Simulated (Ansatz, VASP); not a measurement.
# Pb in VASP and in Ansatz

File INCAR:

```
ALGO     = Normal         # electronic algorithm
EDIFF    = 1E-6           # SCF threshold, eV
ENCUT    = 520            # plane-wave cutoff, eV
GGA      = PE             # functional
ISIF     = 2              # what is computed and relaxed
ISMEAR   = 0              # smearing method
LASPH    = T              # aspherical terms in the spheres
LCHARG   = T              # write CHGCAR
LELF     = T              # ELF
LREAL    = F              # projectors in reciprocal space
LVHAR    = T            
LWAVE    = F              # write WAVECAR
NBANDS   = 13             # bands
NELM     = 100            # most SCF steps
PREC     = Accurate       # precision mode
SIGMA    = 0.2            # smearing width, eV
```

The input KPOINTS:

```
k-points
0
Gamma
  12 12 12
```

Contents of POSCAR:

```
Pb
1.0
    0.0000000000      2.4698000000      2.4698000000
    2.4698000000      0.0000000000      2.4698000000
    2.4698000000      2.4698000000      0.0000000000
Pb
1
Direct
    0.0000000000      0.0000000000      0.0000000000
```

Input for Ansatz:

```yaml
crystal:
  lattice:
    - [0.0, 2.4698, 2.4698]
    - [2.4698, 0.0, 2.4698]
    - [2.4698, 2.4698, 0.0]
  atoms:
    - { symbol: Pb, position: [0.0, 0.0, 0.0] }
kpoints:
  mp_grid: { grid: [12, 12, 12] }
scf:
  occupations: { method: gaussian, width: 0.2 }
hamiltonian:
  xc: pbe
  pseudopotentials: { kind: all_electron, lapw: { basis_error: 0.00025 } }
output:
  forces: true
  stress: true
  eigenvalues: true
```

Alike in both runs: task single point; functional PBE; k mesh 12 × 12 × 12; occupations gaussian, width 0.2 eV; no spin polarisation.

```csv
,VASP,Ansatz
version,VASP 6.6.1,Ansatz 0.2.0
potentials or method,"VASP PAW PBE potentials, release 64 (Pb_d)","all-electron LAPW, scalar-relativistic"
plane-wave cutoff (eV),520,see its input
```

|  | VASP | Ansatz | Ansatz less VASP |
| --- | --- | --- | --- |
| pressure (GPa) | 2.9 | 3.0 | +0.07 |

Ansatz ran all-electron here, so the differences hold the error of VASP's frozen core and of both bases.

Spin-orbit coupling is left out, which matters for the levels of Pb.
